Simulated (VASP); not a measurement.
# SrTiO3 (Pm-3m) in VASP: a series of runs

The runs below take SrTiO3 through band structure, with PBE, r2SCAN+rVV10, PBE+D3(BJ), rev-vdW-DF2.

Program: VASP 6.6.1. These are calculated values, not measurements. Logs are shortened: lines on timing, memory, paths and dates and some standing lists are left out, and cuts for length are marked.

## (1) The structure

The structure is cubic, space group Pm-3m (No. 221). Conventional cell: a = 3.940 Å, b = 3.940 Å, c = 3.940 Å, α = 90.00°, β = 90.00°, γ = 90.00°. Around Sr (site symmetry m-3m) lie 12 O at 2.79 Å. Around Ti (site symmetry m-3m) lie 6 O at 1.97 Å. O (site symmetry 4/mmm) has 2 Ti at 1.97 Å as nearest neighbours.

## (2) Band structure, PBE

Input file INCAR:

```
SYSTEM = SrTiO3
PREC = Accurate
ENCUT = 520
EDIFF = 1E-6
ISMEAR = 0
SIGMA = 0.03
LREAL = .False.
LASPH = .True.
NELM = 80
ALGO = Normal
ISIF = 2
LWAVE = .False.
LCHARG = .False.
LMAXMIX = 4
GGA = PE
NBANDS = 28
ICORELEVEL = 1
```

Input file KPOINTS:

```
Automatic mesh
0
Gamma
  8 8 8
  0 0 0
```

Input file POSCAR:

```
SrTiO3                                  
1.0
    3.9402048293      0.0000000000      0.0000000000
    0.0000000000      3.9402048293      0.0000000000
    0.0000000000      0.0000000000      3.9402048293
  Sr              Ti              O             
     1     1     3
Direct
     0.5000000000000000    0.5000000000000000    0.5000000000000000
     0.0000000000000000    0.0000000000000000    0.0000000000000000
     0.5000000000000000    0.0000000000000000    0.0000000000000000
     0.0000000000000000    0.5000000000000000    0.0000000000000000
     0.0000000000000000    0.0000000000000000    0.5000000000000000
```

Input file KPOINTS_OPT:

```
explicit points
64
Reciprocal
 0.0000000000  0.0000000000  0.0000000000 1
 0.0000000000  0.0555555556  0.0000000000 1
 0.0000000000  0.1111111111  0.0000000000 1
 0.0000000000  0.1666666667  0.0000000000 1
 0.0000000000  0.2222222222  0.0000000000 1
 0.0000000000  0.2777777778  0.0000000000 1
 0.0000000000  0.3333333333  0.0000000000 1
 0.0000000000  0.3888888889  0.0000000000 1
 0.0000000000  0.4444444444  0.0000000000 1
 0.0000000000  0.5000000000  0.0000000000 1
 0.0000000000  0.5000000000  0.0000000000 1
 0.0555555556  0.5000000000  0.0000000000 1
 0.1111111111  0.5000000000  0.0000000000 1
 0.1666666667  0.5000000000  0.0000000000 1
 0.2222222222  0.5000000000  0.0000000000 1
 0.2777777778  0.5000000000  0.0000000000 1
 0.3333333333  0.5000000000  0.0000000000 1
 0.3888888889  0.5000000000  0.0000000000 1
 0.4444444444  0.5000000000  0.0000000000 1
 0.5000000000  0.5000000000  0.0000000000 1
 0.5000000000  0.5000000000  0.0000000000 1
 0.4444444444  0.4444444444  0.0000000000 1
 0.3888888889  0.3888888889  0.0000000000 1
 0.3333333333  0.3333333333  0.0000000000 1
 0.2777777778  0.2777777778  0.0000000000 1
 0.2222222222  0.2222222222  0.0000000000 1
 0.1666666667  0.1666666667  0.0000000000 1
 0.1111111111  0.1111111111  0.0000000000 1
 0.0555555556  0.0555555556  0.0000000000 1
 0.0000000000  0.0000000000  0.0000000000 1
 0.0000000000  0.0000000000  0.0000000000 1
 0.0555555556  0.0555555556  0.0555555556 1
 0.1111111111  0.1111111111  0.1111111111 1
 0.1666666667  0.1666666667  0.1666666667 1
 0.2222222222  0.2222222222  0.2222222222 1
 0.2777777778  0.2777777778  0.2777777778 1
 0.3333333333  0.3333333333  0.3333333333 1
 0.3888888889  0.3888888889  0.3888888889 1
 0.4444444444  0.4444444444  0.4444444444 1
 0.5000000000  0.5000000000  0.5000000000 1
 0.5000000000  0.5000000000  0.5000000000 1
 0.4444444444  0.5000000000  0.4444444444 1
 0.3888888889  0.5000000000  0.3888888889 1
 0.3333333333  0.5000000000  0.3333333333 1
 0.2777777778  0.5000000000  0.2777777778 1
 0.2222222222  0.5000000000  0.2222222222 1
 0.1666666667  0.5000000000  0.1666666667 1
 0.1111111111  0.5000000000  0.1111111111 1
 0.0555555556  0.5000000000  0.0555555556 1
 0.0000000000  0.5000000000  0.0000000000 1
 0.5000000000  0.5000000000  0.0000000000 1
 0.5000000000  0.5000000000  0.0555555556 1
 0.5000000000  0.5000000000  0.1111111111 1
 0.5000000000  0.5000000000  0.1666666667 1
 0.5000000000  0.5000000000  0.2222222222 1
 0.5000000000  0.5000000000  0.2777777778 1
 0.5000000000  0.5000000000  0.3333333333 1
 0.5000000000  0.5000000000  0.3888888889 1
 0.5000000000  0.5000000000  0.4444444444 1
 0.5000000000  0.5000000000  0.5000000000 1
 0.0000000000  0.0000000000  0.0000000000 1
 0.5000000000  0.5000000000  0.0000000000 1
 0.5000000000  0.5000000000  0.5000000000 1
 0.0000000000  0.5000000000  0.0000000000 1
```

Potentials or basis: VASP PAW PBE potentials, release 64 (Sr_sv, Ti_sv, O).

Launch:

```console
$ cat potpaw_PBE.64/Sr_sv/POTCAR potpaw_PBE.64/Ti_sv/POTCAR potpaw_PBE.64/O/POTCAR > POTCAR
$ mpirun -np 1 vasp_std > vasp.out
```

OUTCAR:

```text
SYSTEM = SrTiO3
   PREC = Accurate
   ENCUT = 520
   EDIFF = 1E-6
   ISMEAR = 0
   LREAL = .False.
   LASPH = .True.
   NELM = 80
   ISIF = 2
   GGA = PE

 ion  position               nearest neighbor table
   1  0.500  0.500  0.500-   3 2.79   4 2.79   5 2.79   3 2.79   4 2.79   3 2.79   5 2.79   3 2.79
                             4 2.79   5 2.79   4 2.79   5 2.79   2 3.41   2 3.41   2 3.41   2 3.41
   2  0.000  0.000  0.000-   3 1.97   4 1.97   5 1.97   5 1.97   4 1.97   3 1.97   1 3.41   1 3.41
                             1 3.41   1 3.41   1 3.41   1 3.41   1 3.41   1 3.41
   3  0.500  0.000  0.000-   2 1.97   2 1.97   1 2.79   1 2.79   1 2.79   1 2.79
   4  0.000  0.500  0.000-   2 1.97   2 1.97   1 2.79   1 2.79   1 2.79   1 2.79
   5  0.000  0.000  0.500-   2 1.97   2 1.97   1 2.79   1 2.79   1 2.79   1 2.79

  LATTYP: Found a simple cubic cell.
 ALAT       =     3.9402048293

  Lattice vectors:

 A1 = (   3.9402048293,   0.0000000000,   0.0000000000)
 A2 = (   0.0000000000,   3.9402048293,   0.0000000000)
 A3 = (   0.0000000000,   0.0000000000,   3.9402048293)

Analysis of symmetry for initial positions (statically):
=====================================================================
 Subroutine PRICEL returns:
 Original cell was already a primitive cell.

 Routine SETGRP: Setting up the symmetry group for a
 simple cubic supercell.

 Subroutine GETGRP returns: Found 48 space group operations
 (whereof 48 operations were pure point group operations)
 out of a pool of 48 trial point group operations.

The static configuration has the point symmetry O_h .

Analysis of symmetry for dynamics (positions and initial velocities):
=====================================================================
 Subroutine PRICEL returns:
 Original cell was already a primitive cell.

 Routine SETGRP: Setting up the symmetry group for a
 simple cubic supercell.

 Subroutine GETGRP returns: Found 48 space group operations
 (whereof 48 operations were pure point group operations)
 out of a pool of 48 trial point group operations.

The dynamic configuration has the point symmetry O_h .

 Subroutine INISYM returns: Found 48 space group operations
 (whereof 48 operations are pure point group operations),
 and found     1 'primitive' translations

----------------------------------------------------------------------------------------

                                     Primitive cell

  volume of cell :      61.1725

  direct lattice vectors                    reciprocal lattice vectors
     3.940204829  0.000000000  0.000000000     0.253793913  0.000000000  0.000000000
     0.000000000  3.940204829  0.000000000     0.000000000  0.253793913  0.000000000
     0.000000000  0.000000000  3.940204829     0.000000000  0.000000000  0.253793913

  length of vectors
     3.940204829  3.940204829  3.940204829     0.253793913  0.253793913  0.253793913

  position of ions in fractional coordinates (direct lattice)
     0.500000000  0.500000000  0.500000000
     0.000000000  0.000000000  0.000000000
     0.500000000  0.000000000  0.000000000
     0.000000000  0.500000000  0.000000000
     0.000000000  0.000000000  0.500000000

  ion indices of the primitive-cell ions
   primitive index   ion index
                 1           1
                 2           2
                 3           3
                 4           4
                 5           5

----------------------------------------------------------------------------------------

 KPOINTS: Automatic mesh

Automatic generation of k-mesh.
 Grid dimensions read from file:
 generate k-points for:    8    8    8

 Generating k-lattice:

  Cartesian coordinates                     Fractional coordinates (reciprocal lattice)
     0.031724239  0.000000000  0.000000000     0.125000000  0.000000000  0.000000000
     0.000000000  0.031724239  0.000000000     0.000000000  0.125000000  0.000000000
     0.000000000  0.000000000  0.031724239     0.000000000  0.000000000  0.125000000

  Length of vectors
     0.031724239  0.031724239  0.031724239

  Shift w.r.t. Gamma in fractional coordinates (k-lattice)
     0.000000000  0.000000000  0.000000000

 Subroutine IBZKPT returns following result:
 ===========================================

 Found     35 irreducible k-points:

 Following reciprocal coordinates:
            Coordinates               Weight
  0.000000  0.000000  0.000000      1.000000
  0.125000  0.000000  0.000000      6.000000
  0.250000  0.000000  0.000000      6.000000
  0.375000  0.000000  0.000000      6.000000
  0.500000  0.000000  0.000000      3.000000
  0.125000  0.125000  0.000000     12.000000
[... 16 lines left out ...]
  0.375000  0.375000  0.125000     24.000000
  0.500000  0.375000  0.125000     24.000000
 [... further k-points ...]
   k-points           NKPTS =     35   k-points in BZ     NKDIM =     35   number of bands    NBANDS=     28
   number of dos      NEDOS =    301   number of ions     NIONS =      5
   total plane-waves  NPLWV =  27000
   dimension x,y,z NGX =    30 NGY =   30 NGZ =   30
   dimension x,y,z NGXF=    60 NGYF=   60 NGZF=   60
   ions per type =               1   1   3
   NGX,Y,Z   is equivalent  to a cutoff of  12.66, 12.66, 12.66 a.u.
   NGXF,Y,Z  is equivalent  to a cutoff of  25.32, 25.32, 25.32 a.u.
 SYSTEM =  SrTiO3
   PREC   = accura    normal or accurate (medium, high low for compatibility)
   ISTART =      0    job   : 0-new  1-cont  2-samecut
   ICHARG =      2    charge: 1-file 2-atom 10-const
   ISPIN  =      1    spin polarized calculation?
   LNONCOLLINEAR =      F non collinear calculations
   LSORBIT =      F    spin-orbit coupling
   LASPH  =      T    aspherical Exc in radial PAW
   ENCUT  =  520.0 eV  38.22 Ry    6.18 a.u.   7.33  7.33  7.33*2*pi/ulx,y,z
   NELM   =     80;   NELMIN=  2; NELMDL= -5     # of ELM steps
   EDIFF  = 0.1E-05   stopping-criterion for ELM
   LREAL  =      F    real-space projection
   EDIFFG = 0.1E-04   stopping-criterion for IOM
   NSW    =      0    number of steps for IOM
   IBRION =     -1    ionic relax: 0-MD 1-quasi-New 2-CG
   NFREE  =      0    steps in history (QN), initial steepest desc. (CG)
   ISIF   =      2    stress and relaxation
   ISYM   =      2    0-nonsym 1-usesym 2-fastsym
   POTIM  = 0.5000    time-step for ionic-motion
   TEBEG  =    0.0;   TEEND  =   0.0 temperature during run
   PSTRESS=    0.0 pullay stress
   NELECT =      40.0000    total number of electrons
   NUPDOWN=      -1.0000    fix difference up-down
   EMIN   =  10.00;   EMAX   =-10.00  energy-range for DOS
   EFERMI =   0.00;   METHOD = LEGACY
   ISMEAR =     0;   SIGMA  =   0.03  broadening in eV -4-tet -1-fermi 0-gaus
   EFERMI_NEDOS =   21; number of points for ismear=-14 and -15
   IALGO  =     38    algorithm
   IMIX   =      4    mixing-type and parameters
     AMIX     =   0.40;   BMIX     =  1.00
     AMIX_MAG =   1.60;   BMIX_MAG =  1.00
  volume/ion in A,a.u.               =      12.23        82.56
  Fermi-wavevector in a.u.,A,eV,Ry     =   1.420941  2.685189 27.471158  2.019073
  Thomas-Fermi vector in A             =   2.541803
   LORBIT       =      0    0 simple, 1 ext, 2 COOP (PROOUT), +10 PAW based schemes
   GGA     = PE    functional components
   LHFCALC =     F    Hartree Fock is set to
   AEXX    =    0.0000 exact exchange contribution
   IVDW    =     0    specifies the selected vdW correction
   LEPSILON=     F    determine dielectric tensor
   LRPA    =     F    only Hartree local field effects (RPA)
 non-spin polarized calculation
 Gauss-broadening in eV      SIGMA  =   0.03
  energy-cutoff  :      520.00
  volume of cell :       61.17
 maximum number of plane-waves:      1671
 NGX is ok and might be reduce to    30
   NGX = 15   NGY = 15   NGZ = 15

 number of electron      39.9999989 magnetization

 Free energy of the ion-electron system (eV)
  ---------------------------------------------------
  ext. energy  EPLUGINS =         0.00000000
  ---------------------------------------------------
  free energy    TOTEN  =       -40.10393985 eV

  energy without entropy =      -40.10393985  energy(sigma->0) =      -40.10393985

 the core state eigenenergies are
   1-  1s -15923.2700  2s  -2145.8295  2p  -1905.2221  3s   -321.8196  3p   -244.1892
       3d   -116.0853
   2-  1s  -4858.5369  2s   -527.6705  2p   -434.9143
   3-  1s   -500.0768
   4-  1s   -500.0768
   5-  1s   -500.0768

 E-fermi :   4.1102     XC(G=0): -11.1293

 val. band max:        3.9471132286   @ k =   0.5000   0.5000   0.5000
 cond. band min:       5.7523054699   @ k =   0.0000   0.0000   0.0000
 fundamental gap:      1.8051922413
 Fermi energy:         4.1101593874

 k-point     1 :       0.0000    0.0000    0.0000
  band No.  band energies     occupation
      1     -52.6284      2.00000
      2     -28.9268      2.00000
      3     -28.8576      2.00000
      4     -28.8576      2.00000
      5     -28.8576      2.00000
      6     -13.3834      2.00000
[... 20 lines left out ...]
     27       9.3209      0.00000
     28       9.9232      0.00000

 k-point     2 :       0.1250    0.0000    0.0000
  band No.  band energies     occupation
      1     -52.6282      2.00000
      2     -28.9434      2.00000
      3     -28.8572      2.00000
      4     -28.8572      2.00000
      5     -28.8471      2.00000
      6     -13.3890      2.00000
[... 209 lines left out ...]
 k-point     9 :       0.5000    0.1250    0.0000
  band No.  band energies     occupation
      1     -52.6269      2.00000
      2     -29.0050      2.00000
      3     -28.8644      2.00000
      4     -28.8547      2.00000
      5     -28.8182      2.00000
      6     -13.5087      2.00000
[... 20 lines left out ...]
     27      11.4824      0.00000
     28      12.0746      0.00000

 k-point    10 :       0.2500    0.2500    0.0000
  band No.  band energies     occupation
      1     -52.6270      2.00000
      2     -28.9696      2.00000
      3     -28.8879      2.00000
      4     -28.8551      2.00000

------------------------ aborting loop because EDIFF is reached ----------------------------------------

  FORCE on cell =-STRESS in cart. coord.  units (eV):
  Direction    XX          YY          ZZ          XY          YZ          ZX
  --------------------------------------------------------------------------------------
  -------------------------------------------------------------------------------------
  Total        0.0565646      0.0565646      0.0565646     -0.0000000      0.0000000     -0.0000000
  in kB        1.4814900      1.4814900      1.4814900     -0.0000000      0.0000000     -0.0000000
  external PRESSURE =       1.4814900 kB  Pullay stress =       0.0000000 kB

 VOLUME and BASIS-vectors are now :
 -----------------------------------------------------------------------------
  energy-cutoff  :      520.00
  volume of cell :       61.17
      direct lattice vectors                 reciprocal lattice vectors
     3.940204829  0.000000000  0.000000000     0.253793913  0.000000000  0.000000000
     0.000000000  3.940204829  0.000000000     0.000000000  0.253793913  0.000000000
     0.000000000  0.000000000  3.940204829     0.000000000  0.000000000  0.253793913

 POSITION                                       TOTAL-FORCE (eV/Angst)
 -----------------------------------------------------------------------------------
      1.97010      1.97010      1.97010         0.000000      0.000000      0.000000
      0.00000      0.00000      0.00000         0.000000      0.000000      0.000000
      1.97010      0.00000      0.00000         0.000000      0.000000      0.000000
      0.00000      1.97010      0.00000         0.000000      0.000000      0.000000
      0.00000      0.00000      1.97010         0.000000      0.000000      0.000000
 -----------------------------------------------------------------------------------
    total drift:                                0.000000     -0.000000      0.000000

  FREE ENERGIE OF THE ION-ELECTRON SYSTEM (eV)
  ---------------------------------------------------
  free  energy   TOTEN  =       -40.1039398464 eV

  energy  without entropy=      -40.1039398464  energy(sigma->0) =      -40.10393985
```

Run time: 52 s. Hardware: 1 thread of Intel Xeon 6975P-C (Granite Rapids), shared host; peak memory 0.24 GiB.

What came out:

```
Free energy             : -40.1039 eV
Pressure                : 0.1 GPa
Band gap on the k mesh  : 1.81 eV, indirect (least direct gap 2.18 eV)
Band gap along the path : 1.81 eV, indirect (least direct gap 2.18 eV)
```

Levels at the corners of the path, in eV from the valence-band top:
```tsv
point	band 17	band 18	band 19	band 20	band 21	band 22	band 23	band 24
Γ	-1.13	-0.37	-0.37	-0.37	1.81	1.81	1.81	4.12
X	-2.29	-1.90	-0.73	-0.73	1.96	3.64	3.64	4.13
X	-2.29	-1.90	-0.73	-0.73	1.96	3.64	3.64	4.13
M	-1.74	-1.54	-1.54	-0.09	3.65	3.65	4.09	5.05
M	-1.74	-1.54	-1.54	-0.09	3.65	3.65	4.09	5.05
Γ	-1.13	-0.37	-0.37	-0.37	1.81	1.81	1.81	4.12
Γ	-1.13	-0.37	-0.37	-0.37	1.81	1.81	1.81	4.12
R	-3.66	0.00	0.00	0.00	4.29	4.29	4.29	6.84
R	-3.66	0.00	0.00	0.00	4.29	4.29	4.29	6.84
X	-2.29	-1.90	-0.73	-0.73	1.96	3.64	3.64	4.13
M	-1.74	-1.54	-1.54	-0.09	3.65	3.65	4.09	5.05
R	-3.66	0.00	0.00	0.00	4.29	4.29	4.29	6.84
```

Core levels (eV, on the scale of the bands):
| atom | levels |
| --- | --- |
| 1 Sr | 1s -15923.3, 2s -2145.8, 2p -1905.2, 3s -321.8, 3p -244.2, 3d -116.1 |
| 2 Ti | 1s -4858.5, 2s -527.7, 2p -434.9 |
| 3 O | 1s -500.1 |
| 4 O | 1s -500.1 |
| 5 O | 1s -500.1 |

[end of part 1 of 2]
